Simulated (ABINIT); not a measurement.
The system is Sb.

```xyz
1
Lattice="-1.5765 1.5765 2.7119 1.5765 -1.5765 2.7119 1.5765 1.5765 -2.7119" Properties=species:S:1:pos:R:3 pbc="T T T"
Sb    0.0000    0.0000    0.0000
```

This isn't the form of Sb at room conditions, which is rhombohedral.

```yaml
Program: ABINIT 10.8.3 (patched build)
Task: relaxation of cell and atoms
Functional: PBE
Dispersion: D3
Potentials_or_basis: JTH PAW PBE v2.0
Cutoff: 435 eV
k_mesh: 12 × 12 × 12
Occupations: fermi-dirac, width 0.05 eV
Spin: no spin polarisation
```

At the start: pressure 0.1 GPa; volume 26.96 Å³/atom.

Task: Where does the relaxation end?

Result: Over 7 steps the energy falls by 3.6 meV/atom and the volume is 26.85 Å³/atom (-0.4 %); space group I4/mmm (No. 139, to 0.05 Å).

Step by step:
| step | energy change (eV) | largest force (eV/Å) | pressure (GPa) | volume (Å³) |
| --- | --- | --- | --- | --- |
| 1 | 0.0000 | 0.0000 | 0.13 | 26.96 |
| 2 | -0.0001 | 0.0000 | 0.09 | 26.97 |
| 3 | -0.0017 | 0.0000 | -0.94 | 27.31 |
| 4 | -0.0020 | 0.0000 | -0.80 | 27.24 |
| 5 | -0.0035 | 0.0000 | 0.05 | 26.81 |
| 6 | -0.0036 | 0.0000 | 0.02 | 26.85 |
| 7 | -0.0036 | 0.0000 | 0.00 | 26.85 |

Final structure:
```
Sb
1.0
    -1.60012    1.60012    2.62141
     1.60012   -1.60012    2.62141
     1.60012    1.60012   -2.62141
Sb
1
Direct
  0.00000 0.00000 0.00000
```

Caveat: pairwise dispersion overbinds metals, which lowers pressure and volume.
